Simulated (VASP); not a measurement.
# HC18O in VASP: further runs, part 2 of 2

VASP 6.6.1. The steps go on from the part before.

## Step 4: Single point, PBE, collinear spin, zero start

The input, INCAR:

```
SYSTEM = HC18O
PREC = Accurate ; ENCUT = 520
EDIFF = 1E-6 ; ISMEAR = -1
SIGMA = 0.05 ; LREAL = Auto
LASPH = .True. ; NELM = 150
ALGO = Normal ; ISIF = 2
LWAVE = .False. ; LCHARG = .False.
ISPIN = 2 ; MAGMOM = 0 0 0 0 0 0 0 0 0 0 0 0 0 0 0 0 0 0 0 0
LORBIT = 11 ; GGA = PE
NBANDS = 60
```

The input, KPOINTS:

```
regular mesh
0
Gamma
  2 2 1
  0 0 0
```

The input, POSCAR:

```
HC18O
1.0
    7.3980000000      0.0000000000      0.0000000000
   -3.6990000000      6.4068560000      0.0000000000
    0.0000000000      0.0000000000     12.0000000000
C O H
18 1 1
Direct
   -0.0016004704     -0.0061449797      0.0713279167
    0.2206916461      0.1057158144      0.0817390000
   -0.0016034491      0.3258117554      0.0714324167
    0.2210261516      0.4358235927      0.0811754167
   -0.0047384910      0.6581750862      0.1082913333
    0.2249435053      0.7725598952      0.0879398333
    0.3329205061     -0.0074128402      0.0809909167
    0.5544297361      0.1033990775      0.0720727500
    0.3285623131      0.3253906440      0.0887435833
    0.5593329607      0.4409687060      0.1145883333
    0.3330050609      0.6623869804      0.0808690000
    0.5550563495      0.7725928287      0.0714165000
    0.6658600157     -0.0063756701      0.0671961667
    0.8873219584      0.1040340223      0.0663342500
    0.6675546738      0.3242888556      0.0780365000
    0.8853215664      0.4321762499      0.0775106667
    0.6681755752      0.6648053273      0.0760755000
    0.8843379508      0.7733158042      0.0758263333
    0.5979828799      0.4472031212      0.2282981667
    0.9610186904      0.6421171320      0.2001352500
```

Run with:

```
cat potpaw_PBE.64/C/POTCAR potpaw_PBE.64/O/POTCAR potpaw_PBE.64/H/POTCAR > POTCAR
mpirun -np 1 vasp_std > vasp.out
```

Wall time 7.4 min (1 thread of Intel Xeon 6975P-C (Granite Rapids), shared host); peak memory 0.88 GiB.

It converged, with:

* Free energy: -172.1399 eV
* Largest force: 0.371 eV/Å
* Band gap on the k mesh: none (metal or under the smearing width)
* Net moment: 0.00 μB per cell
* Valence electrons inside the program's atomic spheres: C 2.65, 2.63, 2.64, 2.56, 2.66, 2.62; O 4.97; H 0.64

Forces in eV/Å, atoms in the order of the input:
```
C   -0.008  0.000 -0.008
C   -0.009 -0.007 -0.034
C   -0.005 -0.002 -0.002
C   -0.013  0.004 -0.040
C    0.016  0.019  0.036
C    0.001  0.011 -0.045
C   -0.014  0.010 -0.037
C   -0.020 -0.002 -0.002
C   -0.002  0.004 -0.065
C   -0.092 -0.026 -0.201
C    0.001 -0.015 -0.036
C   -0.011 -0.013 -0.004
C   -0.001  0.003 -0.001
C   -0.013 -0.004 -0.006
C   -0.030  0.012  0.043
C   -0.016  0.017  0.042
C   -0.013 -0.035  0.027
C    0.007 -0.018  0.033
O   -0.089 -0.143  0.223
H    0.311  0.187  0.077
```

Levels at points of the mesh, in eV from the Fermi level:
Spin up:
```csv
k point,band 35,band 36,band 37,band 38,band 39,band 40,band 41,band 42,band 43,band 44
"(0.00, 0.00, 0.00)",-2.58,-1.65,-1.05,-0.36,-0.18,0.65,0.98,2.59,3.21,4.33
"(0.50, 0.00, 0.00)",-1.98,-1.90,-1.79,-1.45,-0.31,-0.15,2.65,3.10,3.14,3.38
"(0.00, 0.50, 0.00)",-2.09,-2.00,-1.85,-0.38,-0.27,0.07,1.34,2.79,3.23,3.45
"(0.50, 0.50, 0.00)",-2.06,-1.98,-1.88,-0.29,-0.20,-0.12,1.39,2.77,3.23,3.43
```
Spin down:
```tsv
k point	band 35	band 36	band 37	band 38	band 39	band 40	band 41	band 42	band 43	band 44
(0.00, 0.00, 0.00)	-2.58	-1.65	-1.05	-0.36	-0.18	0.65	0.98	2.59	3.21	4.33
(0.50, 0.00, 0.00)	-1.98	-1.90	-1.79	-1.45	-0.31	-0.15	2.65	3.10	3.14	3.38
(0.00, 0.50, 0.00)	-2.09	-2.00	-1.85	-0.38	-0.27	0.07	1.34	2.79	3.23	3.45
(0.50, 0.50, 0.00)	-2.06	-1.98	-1.88	-0.29	-0.20	-0.12	1.39	2.77	3.23	3.43
```

Caveat: the k mesh is coarse (spacing up to 0.49 Å⁻¹), so the values aren't converged.

## Step 5: Single point, PBE, collinear spin, zero start

The input, INCAR:

```
SYSTEM = HC18O
PREC = Accurate ; ENCUT = 520
EDIFF = 1E-6 ; ISMEAR = -1
SIGMA = 0.05 ; LREAL = Auto
LASPH = .TRUE. ; NELM = 150
ALGO = Normal ; ISIF = 2
LWAVE = .FALSE. ; LCHARG = .FALSE.
ISPIN = 2 ; MAGMOM = 0 0 0 0 0 0 0 0 0 0 0 0 0 0 0 0 0 0 0 0
LORBIT = 11 ; GGA = PE
NBANDS = 60
```

The input, KPOINTS:

```
regular mesh
0
G
  2 2 1
  0 0 0
```

The input, POSCAR:

```
HC18O
1.0
    7.3980000000      0.0000000000      0.0000000000
   -3.6990000000      6.4068560000      0.0000000000
    0.0000000000      0.0000000000     12.0000000000
C O H
18 1 1
Direct
   -0.0016929269     -0.0052712282      0.0735570833
    0.2207513541      0.1064426920      0.0747296667
   -0.0015612096      0.3277186189      0.0735055000
    0.2215792704      0.4376265051      0.0747039167
    0.0042900109      0.6638984862      0.1116538333
    0.2286250560      0.7755939887      0.0762172500
    0.3349475667     -0.0045874295      0.0713103333
    0.5564961897      0.1058893785      0.0693105000
    0.3281956416      0.3263528945      0.0788509167
    0.5540995311      0.4375859236      0.1129206667
    0.3351822446      0.6640160166      0.0723012500
    0.5574746730      0.7738252584      0.0707983333
    0.6671009424     -0.0048332599      0.0680541667
    0.8878968876      0.1054320559      0.0693797500
    0.6693043350      0.3264086160      0.0827126667
    0.8875424651      0.4350208589      0.0859411667
    0.6697407804      0.6658321960      0.0835991667
    0.8855607253      0.7743309667      0.0853340000
    0.5641959086      0.4085810575      0.2269213333
    1.0241441064      0.6748113271      0.2044484167
```

Run with:

```
cat potpaw_PBE.64/C/POTCAR potpaw_PBE.64/O/POTCAR potpaw_PBE.64/H/POTCAR > POTCAR
mpirun -np 1 vasp_std > vasp.out
```

Wall time 7.6 min (1 thread of Intel Xeon 6975P-C (Granite Rapids), shared host); peak memory 0.89 GiB.

It converged, with:

- Free energy: -172.1306 eV
- Largest force: 0.368 eV/Å
- Band gap on the k mesh: none (metal or under the smearing width)
- Net moment: 0.00 μB per cell
- Valence electrons inside the program's atomic spheres: C 2.65, 2.63, 2.64, 2.57, 2.67, 2.66, 2.61; O 4.96; H 0.65

Forces on the atoms (eV/Å):
```
C    0.026  0.007 -0.035
C    0.018  0.004  0.055
C    0.032 -0.003 -0.030
C    0.024  0.001  0.053
C   -0.017 -0.020 -0.043
C   -0.013 -0.023  0.103
C    0.001 -0.004  0.080
C    0.005 -0.008  0.004
C    0.034  0.007  0.078
C    0.005  0.054 -0.176
C    0.014 -0.016  0.072
C    0.003 -0.012  0.000
C    0.010 -0.007 -0.022
C    0.018  0.001 -0.032
C   -0.005 -0.003 -0.101
C    0.011  0.004 -0.087
C   -0.002 -0.022 -0.085
C    0.024 -0.005 -0.101
O    0.075  0.212  0.292
H   -0.264 -0.168 -0.026
```

Levels at points of the mesh, in eV from the Fermi level:
Spin up:
```csv
k point,band 36,band 37,band 38,band 39,band 40,band 41,band 42,band 43
"(0.00, 0.00, 0.00)",-1.83,-1.18,-0.45,-0.22,0.54,0.93,2.52,3.10
"(0.50, 0.00, 0.00)",-2.05,-1.80,-1.73,-0.42,-0.14,2.51,3.01,3.08
"(0.00, 0.50, 0.00)",-2.05,-1.89,-0.58,-0.39,0.10,1.25,2.70,3.15
"(0.50, 0.50, 0.00)",-2.04,-1.95,-0.45,-0.29,-0.16,1.34,2.65,3.17
```
Spin down:
```csv
k point,band 35,band 36,band 37,band 38,band 39,band 40,band 41,band 42,band 43,band 44
"(0.00, 0.00, 0.00)",-2.56,-1.83,-1.18,-0.45,-0.22,0.54,0.93,2.52,3.10,4.23
"(0.50, 0.00, 0.00)",-2.12,-2.05,-1.80,-1.73,-0.42,-0.14,2.51,3.01,3.08,3.30
"(0.00, 0.50, 0.00)",-2.19,-2.05,-1.89,-0.58,-0.39,0.10,1.25,2.70,3.15,3.41
"(0.50, 0.50, 0.00)",-2.16,-2.04,-1.95,-0.45,-0.29,-0.16,1.34,2.65,3.17,3.39
```

Caveat: the k mesh is coarse (spacing up to 0.49 Å⁻¹), so the values aren't converged.
